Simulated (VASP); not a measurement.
# Al in VASP: a series of runs

The runs below take Al through work function, with PBE.

Program: VASP 6.6.1. These are calculated values, not measurements. Logs are shortened: lines on timing, memory, paths and dates and some standing lists are left out, and cuts for length are marked.

**1. The structure**

The cell holds a slab with vacuum, 4 atoms: a = 2.912 Å, b = 2.912 Å, c = 26.033 Å, α = 90.00°, β = 90.00°, γ = 90.00°.

The cell was built by a generator and needn't be a form met in nature.

**2. Work function, PBE**

INCAR reads:

```
ALGO = Normal
DIPOL = 0.5 0.5 0.500
EDIFF = 1E-6
ENCUT = 520
GGA = PE
IDIPOL = 3
ISIF = 2
ISMEAR = 1
KPAR = 2
LASPH = True
LCHARG = True
LDIPOL = True
LREAL = False
LVACPOTAV = True
LVHAR = True
LWAVE = False
NELM = 80
PREC = Accurate
SIGMA = 0.1
```

KPOINTS reads:

```
k-points
0
Gamma
  4 4 1
```

POSCAR reads:

```
Al                                      
1.0
    2.9124880100      0.0000000000      0.0000000000
    0.0000000000      2.9124880100      0.0000000000
    0.0000000000      0.0000000000     26.0333183600
  Al            
     4
Direct
     1.0000000000000000    0.0000000000000000    0.3806946882691983
     0.5000000000000000    0.5000000000000000    0.4609662754894892
     0.0000000000000000    0.0000000000000000    0.5390375945105113
     0.5000000000000000    0.5000000000000000    0.6193053117308015
```

Potentials or basis: VASP PAW PBE potentials, release 64 (Al).

On the command line:

```sh
cat potpaw_PBE.64/Al/POTCAR > POTCAR
mpirun -np 2 vasp_std > vasp.out
```

OUTCAR:

```text
EDIFF = 1E-6
   ENCUT = 520
   GGA = PE
   ISIF = 2
   ISMEAR = 1
   LASPH = True
   LREAL = False
   NELM = 80
   PREC = Accurate

 ion  position               nearest neighbor table
   1  0.000  0.000  0.381-   2 2.93   2 2.93   2 2.93   2 2.93
   2  0.500  0.500  0.461-   3 2.89   3 2.89   3 2.89   3 2.89   1 2.93   1 2.93   1 2.93   1 2.93

   3  0.000  0.000  0.539-   2 2.89   2 2.89   2 2.89   2 2.89   4 2.93   4 2.93   4 2.93   4 2.93

   4  0.500  0.500  0.619-   3 2.93   3 2.93   3 2.93   3 2.93

  LATTYP: Found a simple tetragonal cell.
 ALAT       =     2.9124880100
 C/A-ratio  =     8.9385152044

  Lattice vectors:

 A1 = (   2.9124880100,   0.0000000000,   0.0000000000)
 A2 = (   0.0000000000,   2.9124880100,   0.0000000000)
 A3 = (   0.0000000000,   0.0000000000,  26.0333183600)

Analysis of symmetry for initial positions (statically):
=====================================================================
 Subroutine PRICEL returns:
 Original cell was already a primitive cell.

 Routine SETGRP: Setting up the symmetry group for a
 simple tetragonal supercell.

 Subroutine GETGRP returns: Found 16 space group operations
 (whereof  8 operations were pure point group operations)
 out of a pool of 16 trial point group operations.

The static configuration has the point symmetry C_4v.
 The point group associated with its full space group is D_4h.

Analysis of symmetry for dynamics (positions and initial velocities):
=====================================================================
 Subroutine PRICEL returns:
 Original cell was already a primitive cell.

 Routine SETGRP: Setting up the symmetry group for a
 simple tetragonal supercell.

 Subroutine GETGRP returns: Found 16 space group operations
 (whereof  8 operations were pure point group operations)
 out of a pool of 16 trial point group operations.

The dynamic configuration has the point symmetry C_4v.
 The point group associated with its full space group is D_4h.

 Subroutine INISYM returns: Found 16 space group operations
 (whereof  8 operations are pure point group operations),
 and found     1 'primitive' translations

----------------------------------------------------------------------------------------

                                     Primitive cell

  volume of cell :     220.8299

  direct lattice vectors                    reciprocal lattice vectors
     2.912488010  0.000000000  0.000000000     0.343349053  0.000000000  0.000000000
     0.000000000  2.912488010  0.000000000     0.000000000  0.343349053  0.000000000
     0.000000000  0.000000000 26.033318360     0.000000000  0.000000000  0.038412314

  length of vectors
     2.912488010  2.912488010 26.033318360     0.343349053  0.343349053  0.038412314

  position of ions in fractional coordinates (direct lattice)
     0.000000000  0.000000000  0.380694688
     0.500000000  0.500000000  0.460966275
     0.000000000  0.000000000  0.539037595
     0.500000000  0.500000000  0.619305312

  ion indices of the primitive-cell ions
   primitive index   ion index
                 1           1
                 2           2
                 3           3
                 4           4

----------------------------------------------------------------------------------------

 KPOINTS: k-points

Automatic generation of k-mesh.
 Grid dimensions read from file:
 generate k-points for:    4    4    1

 Generating k-lattice:

  Cartesian coordinates                     Fractional coordinates (reciprocal lattice)
     0.085837263  0.000000000  0.000000000     0.250000000  0.000000000  0.000000000
     0.000000000  0.085837263  0.000000000     0.000000000  0.250000000  0.000000000
     0.000000000  0.000000000  0.038412314     0.000000000  0.000000000  1.000000000

  Length of vectors
     0.085837263  0.085837263  0.038412314

  Shift w.r.t. Gamma in fractional coordinates (k-lattice)
     0.000000000  0.000000000  0.000000000

 Subroutine IBZKPT returns following result:
 ===========================================

 Found      6 irreducible k-points:

 Following reciprocal coordinates:
            Coordinates               Weight
  0.000000  0.000000  0.000000      1.000000
  0.250000  0.000000  0.000000      4.000000
  0.500000  0.000000  0.000000      2.000000
  0.250000  0.250000  0.000000      4.000000
  0.500000  0.250000  0.000000      4.000000
  0.500000  0.500000  0.000000      1.000000
   k-points           NKPTS =      6   k-points in BZ     NKDIM =      6   number of bands    NBANDS=     10
   number of dos      NEDOS =    301   number of ions     NIONS =      4
   total plane-waves  NPLWV = 112896
   dimension x,y,z NGX =    24 NGY =   24 NGZ =  196
   dimension x,y,z NGXF=    48 NGYF=   48 NGZF=  392
   ions per type =               4
   NGX,Y,Z   is equivalent  to a cutoff of  13.70, 13.70, 12.52 a.u.
   NGXF,Y,Z  is equivalent  to a cutoff of  27.40, 27.40, 25.03 a.u.
 SYSTEM =  unknown system
   PREC   = accura    normal or accurate (medium, high low for compatibility)
   ISTART =      0    job   : 0-new  1-cont  2-samecut
   ICHARG =      2    charge: 1-file 2-atom 10-const
   ISPIN  =      1    spin polarized calculation?
   LNONCOLLINEAR =      F non collinear calculations
   LSORBIT =      F    spin-orbit coupling
   LASPH  =      T    aspherical Exc in radial PAW
   ENCUT  =  520.0 eV  38.22 Ry    6.18 a.u.   5.42  5.42 48.40*2*pi/ulx,y,z
   NELM   =     80;   NELMIN=  2; NELMDL= -5     # of ELM steps
   EDIFF  = 0.1E-05   stopping-criterion for ELM
   LREAL  =      F    real-space projection
   EDIFFG = 0.1E-04   stopping-criterion for IOM
   NSW    =      0    number of steps for IOM
   IBRION =     -1    ionic relax: 0-MD 1-quasi-New 2-CG
   NFREE  =      0    steps in history (QN), initial steepest desc. (CG)
   ISIF   =      2    stress and relaxation
   ISYM   =      2    0-nonsym 1-usesym 2-fastsym
   POTIM  = 0.5000    time-step for ionic-motion
   TEBEG  =    0.0;   TEEND  =   0.0 temperature during run
   PSTRESS=    0.0 pullay stress
   NELECT =      12.0000    total number of electrons
   NUPDOWN=      -1.0000    fix difference up-down
   EMIN   =  10.00;   EMAX   =-10.00  energy-range for DOS
   EFERMI =   0.00;   METHOD = LEGACY
   ISMEAR =     1;   SIGMA  =   0.10  broadening in eV -4-tet -1-fermi 0-gaus
   EFERMI_NEDOS =   21; number of points for ismear=-14 and -15
   IALGO  =     38    algorithm
   IMIX   =      4    mixing-type and parameters
     AMIX     =   0.40;   BMIX     =  1.00
     AMIX_MAG =   1.60;   BMIX_MAG =  1.00
  volume/ion in A,a.u.               =      55.21       372.56
  Fermi-wavevector in a.u.,A,eV,Ry     =   0.620082  1.171786  5.231467  0.384502
  Thomas-Fermi vector in A             =   1.679108
   LORBIT       =      0    0 simple, 1 ext, 2 COOP (PROOUT), +10 PAW based schemes
   GGA     = PE    functional components
   LHFCALC =     F    Hartree Fock is set to
   AEXX    =    0.0000 exact exchange contribution
   IVDW    =     0    specifies the selected vdW correction
   LEPSILON=     F    determine dielectric tensor
   LRPA    =     F    only Hartree local field effects (RPA)
 non-spin polarized calculation
 Methfessel and Paxton  Order N= 1 SIGMA  =   0.10
  energy-cutoff  :      520.00
  volume of cell :      220.83
 maximum number of plane-waves:      6033
 NGX is ok and might be reduce to    24
   NGX = 11   NGY = 11   NGZ = 97

 number of electron      12.0000000 magnetization

 dipolmoment           0.000000      0.000000     -0.000306 electrons x Angstroem

 Free energy of the ion-electron system (eV)
  ---------------------------------------------------
  ext. energy  EPLUGINS =         0.00000000
  ---------------------------------------------------
  free energy    TOTEN  =       -13.60742124 eV

  energy without entropy =      -13.60547157  energy(sigma->0) =      -13.60677135

 E-fermi :  -0.4796     XC(G=0):  -3.9185

 val. band max:       -0.5791310189   @ k =   0.5000   0.0000   0.0000
 cond. band min:      -0.4406790700   @ k =   0.2500   0.2500   0.0000
 fundamental gap:      0.1384519488
 Fermi energy:        -0.4795882085

 k-point     1 :       0.0000    0.0000    0.0000
  band No.  band energies     occupation
      1     -10.7728      2.00000
      2      -9.5608      2.00000
      3      -7.4724      2.00000
      4      -4.7480      2.00000
      5      -2.4389      2.00000
      6       0.9148     -0.00000
      7       2.8926      0.00000
      8       3.7228      0.00000
      9       3.9140      0.00000
     10       5.0435      0.00000

 k-point     2 :       0.2500    0.0000    0.0000
  band No.  band energies     occupation
      1      -9.6887      2.00000
      2      -8.4850      2.00000
      3      -6.4080      2.00000
      4      -3.6950      2.00000
      5      -1.4447      2.00000
      6      -1.2963      2.00000
      7      -0.1211     -0.00000
      8       1.7202      0.00000
      9       2.1144      0.00000
     10       3.9527      0.00000

 k-point     3 :       0.5000    0.0000    0.0000
  band No.  band energies     occupation
      1      -6.4845      2.00000
      2      -6.4841      2.00000
      3      -5.3034      2.00000
      4      -5.3033      2.00000
      5      -3.2692      2.00000
      6      -3.2690      2.00000
      7      -0.5800      2.05111
      8      -0.5791      2.04929
      9       1.7276      0.00000
     10       1.7282      0.00000

 k-point     4 :       0.2500    0.2500    0.0000
  band No.  band energies     occupation
      1      -8.6123      2.00000
      2      -7.4165      2.00000
      3      -5.3509      2.00000
      4      -2.6510      2.00000
      5      -0.8325      2.00001
      6      -0.4407      0.39346
      7       0.2911     -0.00000
      8       0.4614     -0.00000
      9       1.6776      0.00000
     10       2.2091      0.00000

 k-point     5 :       0.5000    0.2500    0.0000
  band No.  band energies     occupation
      1      -5.4366      2.00000
      2      -5.4362      2.00000
      3      -4.2613      2.00000
      4      -4.2612      2.00000
      5      -2.2462      2.00000
      6      -2.2459      2.00000
      7       0.4181     -0.00000
      8       0.4189     -0.00000
      9       2.6832      0.00000
     10       2.6838      0.00000

 k-point     6 :       0.5000    0.5000    0.0000
  band No.  band energies     occupation
      1      -2.8449      2.00000
      2      -2.8449      2.00000
      3      -1.7217      2.00000
      4      -1.7217      2.00000
      5      -1.6424      2.00000
      6      -1.6412      2.00000
      7      -0.4144      0.11642
      8      -0.4135      0.10891
      9       0.2079     -0.00000
     10       0.2079     -0.00000

------------------------ aborting loop because EDIFF is reached ----------------------------------------

  FORCE on cell =-STRESS in cart. coord.  units (eV):
  Direction    XX          YY          ZZ          XY          YZ          ZX
  --------------------------------------------------------------------------------------
  -------------------------------------------------------------------------------------
  Total       -3.2422339     -3.2422339     -1.0084355      0.0000000      0.0000000      0.0000000
  in kB      -23.5232378    -23.5232378     -7.3164577      0.0000000      0.0000000      0.0000000
  external PRESSURE =     -18.1209778 kB  Pullay stress =       0.0000000 kB

 VOLUME and BASIS-vectors are now :
 -----------------------------------------------------------------------------
  energy-cutoff  :      520.00
  volume of cell :      220.83
      direct lattice vectors                 reciprocal lattice vectors
     2.912488010  0.000000000  0.000000000     0.343349053  0.000000000  0.000000000
     0.000000000  2.912488010  0.000000000     0.000000000  0.343349053  0.000000000
     0.000000000  0.000000000 26.033318360     0.000000000  0.000000000  0.038412314

 POSITION                                       TOTAL-FORCE (eV/Angst)
 -----------------------------------------------------------------------------------
      0.00000      0.00000      9.91075        -0.000000      0.000000     -0.047486
      1.45624      1.45624     12.00048        -0.000000      0.000000      0.640319
      0.00000      0.00000     14.03294        -0.000000      0.000000     -0.640319
      1.45624      1.45624     16.12257         0.000000     -0.000000      0.047486
 -----------------------------------------------------------------------------------
    total drift:                                0.000000      0.000000     -0.007686

  FREE ENERGIE OF THE ION-ELECTRON SYSTEM (eV)
  ---------------------------------------------------
  free  energy   TOTEN  =       -13.6074212428 eV

  energy  without entropy=      -13.6054715664  energy(sigma->0) =      -13.60677135

 vacuum level on the upper side and lower side of the slab         3.769         3.776
```

Run time: 32 s. Hardware: 2 MPI ranks of Intel Xeon Platinum 8259CL at 2.50GHz (Skylake/Cascade Lake), shared host; peak memory 0.29 GiB.

Results:

```yaml
Free_energy: -13.6074 eV
Largest_force: 0.640 eV/Å
Band_gap_on_the_k_mesh: none (metal or under the smearing width)
Work_function_of_the_upper_face: 4.25 eV
Work_function_of_the_lower_face: 4.26 eV
```

Forces on the atoms (eV/Å):
```
Al   0.000  0.000 -0.047
Al   0.000  0.000  0.640
Al   0.000  0.000 -0.640
Al   0.000  0.000  0.047
```

Levels at points of the mesh, in eV from the Fermi level:
```csv
k point,band 2,band 3,band 4,band 5,band 6,band 7,band 8,band 9,band 10
"(0.00, 0.00, 0.00)",-9.08,-6.99,-4.27,-1.96,1.39,3.37,4.20,4.39,5.52
"(0.50, 0.00, 0.00)",-6.00,-4.82,-4.82,-2.79,-2.79,-0.10,-0.10,2.21,2.21
"(0.50, 0.50, 0.00)",-2.37,-1.24,-1.24,-1.16,-1.16,0.07,0.07,0.69,0.69
```

Caveat: the k mesh is coarse (spacing up to 0.54 Å⁻¹), so the values aren't converged.

[end of part 1 of 2]
